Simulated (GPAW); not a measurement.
# Optical response of PbF2 (Fluorocronite)

Aim: the dielectric function of PbF2 (Fluorocronite), and the optical constants that follow from it. The cell comes from an older database entry, whose edges can differ from later determinations, mostly by under a per cent.

Method: DFT, PBE, plane-wave PAW (GPAW data sets), scalar-relativistic, RPA, optical limit, in GPAW 26.7.0.

Report form: the programs' logs are mostly left out.

The database entry behind the starting cell differs from later determinations by our own check (0.1 to 0.3 % short, probably kX units), so it need not match the best structure at ambient conditions.

### 1. Starting point

The structure is cubic, space group Fm-3m (No. 225). The conventional cell has a = 5.927 Å, b = 5.927 Å, c = 5.927 Å, α = 90.00°, β = 90.00°, γ = 90.00°. Nearest to Pb lie 8 F at 2.57 Å. F has 4 Pb at 2.57 Å nearest. Farther neighbours and most contacts between anions are not listed.

### 2. Ground state

First the ground state: is it a metal or has it a gap?

This step: DFT, PBE, plane-wave PAW (GPAW data sets), scalar-relativistic, ground state (GPAW 26.7.0).

File gs.py:

```python
from ase import Atoms
from ase.dft.bandgap import bandgap
from gpaw import GPAW, PW, FermiDirac

atoms = Atoms(['Pb', 'F', 'F'],
              cell=[[0.000000000000, 2.963660000000, 2.963660000000],
                    [2.963660000000, 0.000000000000, 2.963660000000],
                    [2.963660000000, 2.963660000000, 0.000000000000]],
              scaled_positions=[[0.000000000000, 0.000000000000, 0.000000000000],
                                [0.750000000000, 0.750000000000, 0.750000000000],
                                [0.250000000000, 0.250000000000, 0.250000000000]],
              pbc=[True, True, True])
atoms.calc = GPAW(mode=PW(500), xc='PBE', kpts={'size': (7, 7, 7), 'gamma': True},
                  occupations=FermiDirac(0.05), maxiter=150, txt='gs.txt')
print('energy (eV)', atoms.get_potential_energy())
print('Fermi level (eV)', atoms.calc.get_fermi_level())
print('valence electrons', atoms.calc.get_number_of_electrons())
print('gap (eV)', bandgap(atoms.calc, output=None)[0])
print('direct gap (eV)', bandgap(atoms.calc, direct=True, output=None)[0])
atoms.calc.write('gs.gpw')
```

Launch:

```bash
$ OMP_NUM_THREADS=1 python gs.py
```

Run time: 12 s. Hardware: 1 thread of Arm Neoverse V1, shared host; peak memory 0.15 GiB.

This step gave:

| Quantity | Value |
| --- | --- |
| energy | -14.21 eV |
| Fermi energy | 4.210 eV |
| gap on the k-mesh | 4.391 eV |
| direct gap on the mesh | 4.605 eV |
| electrons | 28 |

There is a gap, 4.39 eV on this mesh (points off the mesh can give less), so no carriers' term is needed.

### 3. Bands for the response

The response needs many more empty bands than the density does.

This step: DFT, PBE, plane-wave PAW (GPAW data sets), scalar-relativistic, bands at fixed density (GPAW 26.7.0).

File nscf.py:

```python
from ase.dft.bandgap import bandgap
from gpaw import GPAW, FermiDirac

calc = GPAW('gs.gpw').fixed_density(kpts={'size': (9, 9, 9), 'gamma': True}, nbands=46, convergence={'bands': 40},
                                    occupations=FermiDirac(0.001), txt='nscf.txt')
print('gap (eV)', bandgap(calc, output=None)[0])
print('direct gap (eV)', bandgap(calc, direct=True, output=None)[0])
print('top band over the Fermi level (eV)', min(calc.get_eigenvalues(kpt=k)[39] for k in range(len(calc.get_ibz_k_points()))) - calc.get_fermi_level())
calc.write('full.gpw', mode='all')
```

Launch:

```bash
$ OMP_NUM_THREADS=1 python nscf.py
```

Elapsed: 78 s, on 1 thread; peak memory 0.19 GiB.

Numbers from this step:

| Property | Result |
| --- | --- |
| gap on the k-mesh | 4.381 eV |
| direct gap on the mesh | 4.559 eV |

### 4. Dielectric function, RPA

Local fields let the induced charge screen the field inside the cell, which as a rule lowers ε, most along directions where the density is uneven.

This step: DFT, PBE, plane-wave PAW (GPAW data sets), scalar-relativistic, RPA, optical limit (GPAW 26.7.0).

File df.py:

```python
from gpaw.response.df import DielectricFunction

df = DielectricFunction('full.gpw', frequencies={'type': 'nonlinear', 'domega0': 0.03, 'omega2': 8},
                        ecut=50,
                        eta=0.15,
                        nbands=40,
                        txt='df.txt')
for direction in ['x', 'z']:
    df.get_dielectric_function(xc='RPA', direction=direction, filename=f'df_{direction}.csv')
```

Launch:

```bash
$ OMP_NUM_THREADS=1 python df.py
```

Run time: 12 s. Hardware: 1 thread; peak memory 0.28 GiB.

Read-outs, printed or worked out from the files:

| Quantity | Value |
| --- | --- |
| electronic dielectric constant ε∞, mean over x, y and z (by symmetry where fewer were run) | 3.169 |
| main peak of Im epsilon, first axis | 8.033 eV |

Some rows of df_x.csv (energy; Re and Im without local fields; Re and Im with them):

```text
0.000000, 3.556324, -0.000000, 3.168883, -0.000000
0.429336, 3.564955, 0.006074, 3.175557, 0.004694
0.878195, 3.592992, 0.012813, 3.197203, 0.009879
1.347938, 3.645171, 0.020816, 3.237352, 0.015977
1.840057, 3.729381, 0.031096, 3.301764, 0.023690
2.356191, 3.859402, 0.045607, 3.400272, 0.034331
2.898142, 4.061571, 0.068780, 3.551090, 0.050768
3.467895, 4.394554, 0.113423, 3.792991, 0.080819
4.067647, 5.033375, 0.239662, 4.233329, 0.157852
4.699832, 6.376533, 1.283428, 5.136223, 0.688197
5.367152, 4.563899, 5.214929, 5.082354, 3.485251
6.072622, 3.871950, 2.644159, 3.804844, 2.319574
6.819608, 3.961393, 4.787320, 3.859510, 4.107921
7.611886, 2.426482, 4.945493, 2.553097, 3.285941
8.453705, -0.151988, 2.860681, -0.364784, 2.854468
9.349861, 1.185453, 3.756911, 1.352876, 3.383953
10.305790, 0.087940, 1.913329, -0.133447, 1.730205
11.327680, -0.172194, 1.441908, 0.050821, 1.073195
12.422601, 0.845115, 0.843344, 0.799081, 0.509218
13.598673, 0.479602, 1.043041, 0.950739, 0.736375
```

The Im ε, E ∥ x or z has structure finer than the step of the table below, so its rows give means over 0.5 eV, whole bins alone (the curve runs from 0 to 14.0 eV). Peaks (eV: height): 5.66: 3.68, 6.93: 4.35, 8.03: 5.65, 9.48: 3.66.

Values under the direct gap are tails of Lorentzian lines. Table of Im ε, E ∥ x or z by photon energy; means over each step:

photon energy (eV), Im ε, E ∥ x or z and a bar:
```
      0.5       0.01 
      1.0       0.01 
      1.5       0.02 
      2.0       0.03 
      2.5       0.04 
      3.0       0.06 
      3.5       0.08 
      4.0       0.15 #
      4.5       0.44 ###
      5.0       1.54 #########
      5.5       3.45 #####################
      6.0       2.63 ################
      6.5       2.97 ##################
      7.0       4.10 #########################
      7.5       3.48 #####################
      8.0       4.93 ##############################
      8.5       2.82 #################
      9.0       2.15 #############
      9.5       3.32 ####################
     10.0       2.01 ############
     10.5       1.45 #########
     11.0       1.24 #######
     11.5       0.90 #####
     12.0       0.64 ####
     12.5       0.56 ###
     13.0       0.76 #####
     13.5       0.78 #####
```

The Re ε, E ∥ x or z by photon energy:

photon energy (eV), Re ε, E ∥ x or z and a bar from the least value:
```
      0.0       3.17 ##################
      0.5       3.18 ##################
      1.0       3.21 ##################
      1.5       3.25 ##################
      2.0       3.33 ###################
      2.5       3.43 ###################
      3.0       3.59 ####################
      3.5       3.81 #####################
      4.0       4.17 #######################
      4.5       4.83 ##########################
      5.0       5.63 ##############################
      5.5       4.46 ########################
      6.0       3.49 ###################
      6.5       3.56 ####################
      7.0       2.81 ################
      7.5       2.26 #############
      8.0       1.73 ###########
      8.5      -0.27 #
      9.0       1.11 ########
      9.5       0.40 ####
     10.0      -0.44 
     10.5      -0.22 #
     11.0       0.21 ###
     11.5       0.12 ###
     12.0       0.48 #####
     12.5       0.86 ######
     13.0       1.01 #######
     13.5       0.93 #######
```

The loss function −Im 1/ε at q → 0, E ∥ x or z has structure finer than the step of the table below, so its rows give means over 0.5 eV, whole bins alone (the curve runs from 0 to 14.0 eV). Peaks (eV: height): 8.77: 0.479, 11.71: 1.19.

Values under the direct gap are tails of Lorentzian lines. Table of loss function −Im 1/ε at q → 0, E ∥ x or z by energy loss; means over each step:

```
energy loss (eV)  loss function −Im 1/ε at q → 0, E ∥ x or z
             0.5                                      5.4e-4
             1.0                                     0.00111
             1.5                                     0.00172
             2.0                                     0.00241
             2.5                                     0.00323
             3.0                                     0.00428
             3.5                                     0.00577
             4.0                                     0.00843
             4.5                                      0.0181
             5.0                                      0.0432
             5.5                                       0.109
             6.0                                       0.138
             6.5                                       0.129
             7.0                                       0.161
             7.5                                       0.195
             8.0                                       0.176
             8.5                                       0.368
             9.0                                       0.382
             9.5                                       0.283
            10.0                                       0.490
            10.5                                       0.697
            11.0                                       0.793
            11.5                                        1.08
            12.0                                        1.04
            12.5                                       0.571
            13.0                                       0.482
            13.5                                       0.504
```

The refractive index n and extinction k by photon energy:

```csv
photon energy (eV),n,k
0.0,1.78,0
0.5,1.78,0.00154
1.0,1.79,0.00318
1.5,1.80,0.00504
2.0,1.82,0.00730
2.5,1.85,0.0103
3.0,1.89,0.0145
3.5,1.95,0.0213
4.0,2.04,0.0352
4.5,2.20,0.0929
5.0,2.39,0.282
5.5,2.24,0.764
6.0,1.95,0.573
6.5,2.00,0.652
7.0,1.99,1.07
7.5,1.78,0.950
8.0,1.94,1.43
8.5,1.10,1.22
9.0,1.30,0.766
9.5,1.42,1.28
10.0,0.863,1.09
10.5,0.784,0.914
11.0,0.863,0.733
11.5,0.710,0.617
12.0,0.806,0.417
12.5,0.970,0.281
13.0,1.07,0.356
13.5,1.04,0.384
```

The reflectivity at normal incidence, E ∥ x or z by photon energy; read off at these points:

photon energy (eV), reflectivity at normal incidence, E ∥ x or z (%) and a bar:
```
    0.000        7.9 ######
    0.250        7.9 ######
    0.500        7.9 ######
    0.750        8.0 ######
    1.000        8.0 ######
    1.250        8.1 ######
    1.500        8.2 ######
    1.750        8.4 ######
    2.000        8.5 #######
    2.250        8.7 #######
    2.500        8.9 #######
    2.750        9.2 #######
    3.000        9.5 ########
    3.250        9.9 ########
    3.500       10.4 ########
    3.750       11.0 #########
    4.000       11.7 ##########
    4.250       12.7 ###########
    4.500       14.1 ############
    4.750       15.6 ##############
    5.000       17.4 ################
    5.250       20.2 ##################
    5.318       20.5 ###################
    5.500       19.2 #################
    5.750       17.9 ################
    6.000       13.7 ############
    6.250       17.0 ###############
    6.500       15.1 #############
    6.750       19.7 ##################
    6.930       21.4 ####################
    7.000       21.0 ###################
    7.250       19.4 ##################
    7.500       17.5 ################
    7.750       19.3 #################
    8.000       27.5 ##########################
    8.208       31.7 ##############################
    8.250       31.5 ##############################
    8.500       25.3 ########################
    8.750       16.2 ##############
    9.000       11.5 ##########
    9.250       15.3 #############
    9.500       24.1 ######################
    9.750       28.7 ###########################
   10.000       25.8 ########################
   10.250       20.6 ###################
   10.500       22.0 ####################
   10.750       15.2 #############
   11.000       13.9 ############
   11.250       16.0 ##############
   11.328       16.1 ##############
   11.500       14.1 ############
   11.750        9.5 ########
   12.000        6.2 ####
   12.250        3.6 ##
   12.500        2.0 
   12.750        2.5 
   13.000        3.0 #
   13.250        3.6 ##
   13.500        3.5 #
   13.750        2.7 #
```

From ε follow the optical constants at some laser and lamp lines:

```csv
wavelength (nm),n,k,R (%),1/α
1550,1.79,0.003,8.0,49 µm
800,1.81,0.005,8.2,12 µm
633,1.82,0.007,8.5,7.1 µm
405,1.90,0.015,9.6,2.1 µm
365,1.94,0.020,10.2,1.5 µm
308,2.05,0.036,11.8,675 nm
193,1.97,0.720,15.6,21 nm
```

Below the direct gap, k and the depth come from the tails of the Lorentzian lines, not from transitions.

### 5. Outcome

| Item | Value |
| --- | --- |
| electronic dielectric constant ε∞, mean over x, y and z (by symmetry where fewer were run) (RPA) | 3.17 |
| main peak of Im epsilon, first axis | 8.03 eV |

In words: At this level (PBE, RPA) PbF2 has ε∞ = 3.17 and n = 1.79 at 1550 nm, and Im ε peaks at 8.0 eV. On the mesh the gap is 4.38 eV and the least direct gap 4.56 eV, so on this mesh the band edges lie at different points. Local fields change the static value along x from 3.56 to 3.17 (-11 %). Distinct maxima of Im ε, read by a parabola through the highest points, lie at 5.66 eV (3.7), 6.92 eV (4.4), 8.03 eV (5.7) and 9.46 eV (3.7). Excitons and phonon-assisted transitions are missing; PBE gaps are as a rule too small, which pulls the onset down and ε∞ up, while the missing spin-orbit coupling works the other way with such heavy atoms. Spin-orbit coupling is left out although heavy atoms are present. The sum runs over mesh points, so small or evenly spaced maxima can still be ripples of the mesh. In this version of GPAW the matrix elements of the optical limit are incomplete, which can lower ε − 1 by up to a tenth where first-row anions or d states rule, and shift it by more in d metals.

[Machine, clock and banner lines and Python warnings are left out of the logs.]

[Logs are printed without paths, hosts, clocks, repeated set-up lines and the standing remarks that a program may print on its own settings, such as how far it seeks lower states.]

[Hosts, paths, dates, database ids (printed as entryN), source tags and the programs' standing remarks are cut or masked in the printed files.]
